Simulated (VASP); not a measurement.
# Al2O3 (Corundum): the relaxed cell at several levels of theory, part 3 of 3

How much does the relaxed cell of Al2O3 (Corundum) depend on the functional? The starting structure is a measured crystal structure from the Crystallography Open Database. The first relaxation on each setting starts from this cell expanded by 3 % in volume.

VASP 6.6.1.

Results so far: PBEsol 8.57 Å³ an atom; LDA 8.35 Å³ an atom; PBE 8.76 Å³ an atom; PBEsol + D3(BJ) 8.43 Å³ an atom; r2SCAN 8.48 Å³ an atom; r2SCAN + rVV10 8.44 Å³ an atom.

### 8. Relaxation with vdW-DF-cx

Level of this step: vdW-DF-cx; plane waves and PAW (Al, O) (VASP).

vdW-DF-cx takes its exchange from the same plasmon model as its correlation. This run starts from the cell of an earlier relaxation, which isn't shown; the restart sets up the plane waves anew.

Contents of INCAR:

```
SYSTEM = Al2O3
PREC = Accurate
ENCUT = 520
EDIFF = 1E-06
NELM = 100
ISMEAR = 0
SIGMA = 0.03
LREAL = .FALSE.
ALGO = Normal
GGA = CX
AGGAC = 0
LUSE_VDW = .TRUE.
LASPH = .TRUE.
NBANDS = 34
LORBIT = 11
LWAVE = .FALSE.
LCHARG = .FALSE.
KPAR = 16
IBRION = 2
NSW = 50
ISIF = 3
EDIFFG = -0.006
```

Contents of POSCAR:

```
Al2O3
1.0
    2.3926537569      1.3813992906      4.3461329265
   -2.3926537569      1.3813992906      4.3461329265
    0.0000000000     -2.7627985812      4.3461329265
Al O
4 6
Direct
    0.1478075335      0.1478075335      0.1478075335
    0.3521924665      0.3521924665      0.3521924665
    0.8521924665      0.8521924665      0.8521924665
    0.6478075335      0.6478075335      0.6478075335
    0.9440143995      0.2500000000      0.5559856005
    0.5559856005      0.9440143995      0.2500000000
    0.2500000000      0.5559856005      0.9440143995
    0.0559856005      0.7500000000      0.4440143995
    0.4440143995      0.0559856005      0.7500000000
    0.7500000000      0.4440143995      0.0559856005
```

Contents of KPOINTS:

```
Automatic mesh
0
Gamma
6 6 6
0 0 0
```

PAW data sets: Al and O (PBE family, release 64).

Run with:

```console
> mpirun -np 16 vasp_std
```

Output:

```text
[banner, memory and clock lines left out]
running   16 mpi-ranks, on    1 nodes
[...]
[... a notice as in an earlier step ...]

 [... a notice as in an earlier step ...]

 [... a notice as in an earlier step ...]

 LDA part: xc-table for (Slater+PW92), standard interpolation
 POSCAR, INCAR and KPOINTS ok, starting setup
[...]
entering main loop
       N       E                     dE             d eps       ncg     rms          rms(c)
DAV:   1     0.240242524019E+03    0.24024E+03   -0.25421E+04  2176   0.134E+03
DAV:   2    -0.569976067927E+02   -0.29724E+03   -0.28783E+03  2764   0.289E+02
DAV:   3    -0.695477333069E+02   -0.12550E+02   -0.12509E+02  2804   0.614E+01
DAV:   4    -0.696463417824E+02   -0.98608E-01   -0.98557E-01  2696   0.627E+00
[...]
DAV:  11    -0.619947161535E+02    0.50218E-04   -0.36138E-04  2716   0.108E-01    0.287E-02
DAV:  12    -0.619947181611E+02   -0.20076E-05   -0.16276E-05  2572   0.246E-02    0.745E-03
DAV:  13    -0.619947174249E+02    0.73617E-06   -0.39990E-06  2614   0.110E-02
   1 F= -.61994717E+02 E0= -.61994717E+02  d E =-.619947E+02
[...]
reached required accuracy - stopping structural energy minimisation
```

It took 88 s on 16 MPI ranks of AMD EPYC 7R43, shared host; peak memory 9.3 GiB.

Parts of OUTCAR (step 8):

```text
  Total        0.0107783      0.0107783      0.0013269     -0.0000000     -0.0000000      0.0000000
  in kB        0.2003586      0.2003586      0.0246650     -0.0000000     -0.0000000      0.0000000
  external PRESSURE =       0.1417941 kB  Pullay stress =       0.0000000 kB

 POSITION                                       TOTAL-FORCE (eV/Angst)
 -----------------------------------------------------------------------------------
      0.00000      0.00000      1.92717        -0.000000      0.000000      0.000430
      0.00000      0.00000      4.59203        -0.000000      0.000000     -0.000430
      0.00000      0.00000     11.11123        -0.000000      0.000000     -0.000430
      0.00000      0.00000      8.44637        -0.000000      0.000000      0.000430
      1.66054      0.11333      7.60573        -0.000141     -0.000244     -0.000000
     -0.92842      1.38140      7.60573         0.000281      0.000000     -0.000000
     -0.73212     -1.49473      7.60573        -0.000141      0.000244     -0.000000
     -1.66054     -0.11333      5.43267         0.000141      0.000244     -0.000000
      0.92842     -1.38140      5.43267        -0.000281      0.000000     -0.000000
      0.73212      1.49473      5.43267         0.000141     -0.000244     -0.000000
 -----------------------------------------------------------------------------------
    total drift:                               -0.000000     -0.000000      0.000000

  FREE ENERGIE OF THE ION-ELECTRON SYSTEM (eV)
  ---------------------------------------------------
  free  energy   TOTEN  =       -61.9947174249 eV

  energy  without entropy=      -61.9947174249  energy(sigma->0) =      -61.99471742

[... 2 parts as in an earlier step ...]

[... 2 further parts left out ...]
[key lines of the parts left out:]
E-fermi :   6.1280
```

With vdW-DF-cx the relaxed cell holds 8.619 Å³ an atom, +1.44 % against the measured cell, with a = 4.785 Å and c = 13.038 Å. That is +0.63 % from PBEsol.

### 9. Relaxation with BLYP

BLYP comes from molecular chemistry and underbinds dense solids. This run starts from the cell of an earlier relaxation, which isn't shown; the restart sets up the plane waves anew.

Edit INCAR of step 8 so:

```diff
@@ -9,6 +9,7 @@
 ALGO = Normal
-GGA = CX
-AGGAC = 0
-LUSE_VDW = .TRUE.
-LASPH = .TRUE.
+GGA = B5
+ALDAX = 1
+AGGAX = 1
+AGGAC = 1
+ALDAC = 0
 NBANDS = 34
```

Contents of POSCAR:

```
Al2O3
1.0
    2.4182851939      1.3961976077      4.4025786741
   -2.4182851939      1.3961976077      4.4025786741
    0.0000000000     -2.7923952153      4.4025786741
Al O
4 6
Direct
    0.1475483486      0.1475483486      0.1475483486
    0.3524516514      0.3524516514      0.3524516514
    0.8524516514      0.8524516514      0.8524516514
    0.6475483486      0.6475483486      0.6475483486
    0.9437296483      0.2500000000      0.5562703517
    0.5562703517      0.9437296483      0.2500000000
    0.2500000000      0.5562703517      0.9437296483
    0.0562703517      0.7500000000      0.4437296483
    0.4437296483      0.0562703517      0.7500000000
    0.7500000000      0.4437296483      0.0562703517
```

KPOINTS is that of step 8.

Run with:

```console
> mpirun -np 16 vasp_std
```

Output:

```text
[banner, memory and clock lines left out]
running   16 mpi-ranks, on    1 nodes
[...]
[... a notice as in an earlier step ...]

 [... a notice as in an earlier step ...]

 LDA part: xc-table for (Slater(with rela. corr.)+VWN5), standard interpolation
 POSCAR, INCAR and KPOINTS ok, starting setup
[...]
entering main loop
       N       E                     dE             d eps       ncg     rms          rms(c)
DAV:   1     0.237184755151E+03    0.23718E+03   -0.25360E+04  2184   0.134E+03
DAV:   2    -0.675206284144E+02   -0.30471E+03   -0.29563E+03  2788   0.292E+02
DAV:   3    -0.810483786756E+02   -0.13528E+02   -0.13480E+02  2760   0.639E+01
DAV:   4    -0.811609041338E+02   -0.11253E+00   -0.11245E+00  2720   0.673E+00
[...]
DAV:  11    -0.713248072349E+02    0.13618E-04   -0.19867E-04  2724   0.870E-02    0.284E-02
DAV:  12    -0.713248091169E+02   -0.18821E-05   -0.57634E-06  2672   0.163E-02    0.107E-02
DAV:  13    -0.713248083626E+02    0.75428E-06   -0.20364E-06  1838   0.862E-03
   1 F= -.71324808E+02 E0= -.71324808E+02  d E =-.713248E+02
[...]
reached required accuracy - stopping structural energy minimisation
```

Run time: 32 s. Hardware: 16 MPI ranks; peak memory 4.2 GiB; 8 min of CPU time.

OUTCAR, selected parts (step 9):

```text
  Total        0.0161867      0.0161867      0.0156986      0.0000000      0.0000000      0.0000000
  in kB        0.2907750      0.2907750      0.2820067      0.0000000      0.0000000      0.0000000
  external PRESSURE =       0.2878522 kB  Pullay stress =       0.0000000 kB

 POSITION                                       TOTAL-FORCE (eV/Angst)
 -----------------------------------------------------------------------------------
      0.00000      0.00000      1.94878         0.000000      0.000000      0.000591
      0.00000      0.00000      4.65509         0.000000     -0.000000     -0.000591
      0.00000      0.00000     11.25896         0.000000     -0.000000     -0.000591
      0.00000      0.00000      8.55265         0.000000      0.000000      0.000591
      1.67764      0.11336      7.70451        -0.000554     -0.000960      0.000000
     -0.93699      1.39620      7.70451         0.001109     -0.000000     -0.000000
     -0.74065     -1.50955      7.70451        -0.000554      0.000960      0.000000
     -1.67764     -0.11336      5.50322         0.000554      0.000960      0.000000
      0.93699     -1.39620      5.50322        -0.001109      0.000000      0.000000
      0.74065      1.50955      5.50322         0.000554     -0.000960      0.000000
 -----------------------------------------------------------------------------------
    total drift:                               -0.000000     -0.000000      0.000000

  FREE ENERGIE OF THE ION-ELECTRON SYSTEM (eV)
  ---------------------------------------------------
  free  energy   TOTEN  =       -71.3248083626 eV

  energy  without entropy=      -71.3248083626  energy(sigma->0) =      -71.32480836

[... 2 parts as in an earlier step ...]

[... 2 further parts left out ...]
[key lines of the parts left out:]
E-fermi :   6.1381
```

With BLYP the relaxed cell holds 8.919 Å³ an atom, +4.97 % against the measured cell, with a = 4.837 Å and c = 13.208 Å. That is +4.13 % from PBEsol.

### 10. The runs compared

| level | volume (Å³/atom) | against the measured cell (%) | a (Å) | c (Å) | pressure left (GPa) | core minutes |
| --- | --- | --- | --- | --- | --- | --- |
| PBEsol | 8.565 | 0.81 | 4.7749 | 13.0137 | -0.03 | 25.3 |
| LDA | 8.347 | -1.77 | 4.7344 | 12.9 | 0.08 | 20.8 |
| PBE | 8.755 | 3.04 | 4.808 | 13.1197 | -0.03 | 20.3 |
| PBEsol + D3(BJ) | 8.434 | -0.74 | 4.7511 | 12.943 | 0.05 | 25.3 |
| r2SCAN | 8.48 | -0.19 | 4.7561 | 12.9871 | -0.04 | 99.8 |
| r2SCAN + rVV10 | 8.44 | -0.67 | 4.7494 | 12.9612 | 0.09 | 264.0 |
| vdW-DF-cx | 8.619 | 1.44 | 4.7853 | 13.0384 | 0.01 | 180.0 |
| BLYP | 8.919 | 4.97 | 4.8366 | 13.2077 | 0.03 | 56.3 |

Core minutes are wall time times ranks, summed over the relaxations behind a row (those for a bulk modulus apart), on shared hosts.

### 11. Summary of results

| Property | Result |
| --- | --- |
| volume, PBEsol | 8.565 Å³/atom |
| volume, LDA | 8.347 Å³/atom |
| volume, PBE | 8.755 Å³/atom |
| volume, PBEsol + D3(BJ) | 8.434 Å³/atom |
| volume, r2SCAN | 8.480 Å³/atom |
| volume, r2SCAN + rVV10 | 8.440 Å³/atom |
| volume, vdW-DF-cx | 8.619 Å³/atom |
| volume, BLYP | 8.919 Å³/atom |

Across 8 levels the volume of Al2O3 (Corundum) spans 6.9 %, from 8.35 Å³ an atom (LDA) to 8.92 Å³ (BLYP). Against the measured volume of the starting structure, r2SCAN comes nearest (-0.2 %) and BLYP lies farthest (+5.0 %). The measured cell holds zero-point expansion and, unless it was taken cold, thermal expansion, which the runs lack, so small differences decide nothing. Adding D3(BJ) to PBEsol changes the volume by -1.5 %. Adding rVV10 to r2SCAN changes the volume by -0.5 %. LASPH is on in some of these runs and off in others, which adds a little to the differences. All runs keep the symmetry of the start, so they can't find a distortion of lower symmetry. Further runs on this material are not shown.

[Lines on the potential files, build, host, timing and source positions are cut from VASP's logs without a mark.]

[Logs are printed without paths, hosts, clocks, repeated set-up lines and the standing remarks that a program may print on its own settings, such as how far it seeks lower states.]

[Hosts, paths, dates, database ids (printed as entryN), source tags and the programs' standing remarks are cut or masked in the printed files.]
